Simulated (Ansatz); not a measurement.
Sb: what relativity and spin–orbit coupling change

```xyz
2
Lattice="2.1506 1.2416 3.7440 -2.1506 1.2416 3.7440 0.0000 -2.4833 3.7440" Properties=species:S:1:pos:R:3 pbc="T T T"
Sb    0.0000    0.0000    2.6242
Sb    0.0000    0.0000    8.6078
```

Atoms are numbered in the order listed.

Structure: COD 9009654, as refined from experiment and not relaxed.

One fixed cell is solved with PBE by full-potential LAPW in Ansatz 0.2.0 under different relativistic treatments. Pressure is positive in compression.

Sampling and basis: a Γ-centred 9×9×9 k mesh, Fermi–Dirac smearing of 0.05 eV, basis error target 0.5 meV/atom, no spin polarisation.

```tsv
setting	P (GPa)	force Sb1 z (eV/Å)	lowest level at Γ above −25 eV, from the valence-band top or, without a gap, the Fermi level (eV)
scalar-relativistic	3.13	0.199	-12.78
non-relativistic	3.36	?	-12.40
with spin–orbit coupling	?	0.196	-12.74
```

(1) What belongs in the row "with spin–orbit coupling", column "P (GPa)"?

(2) Give the missing entry: row "non-relativistic", column "force Sb1 z (eV/Å)".

Results:

(1) 3.20.

(2) 0.344.
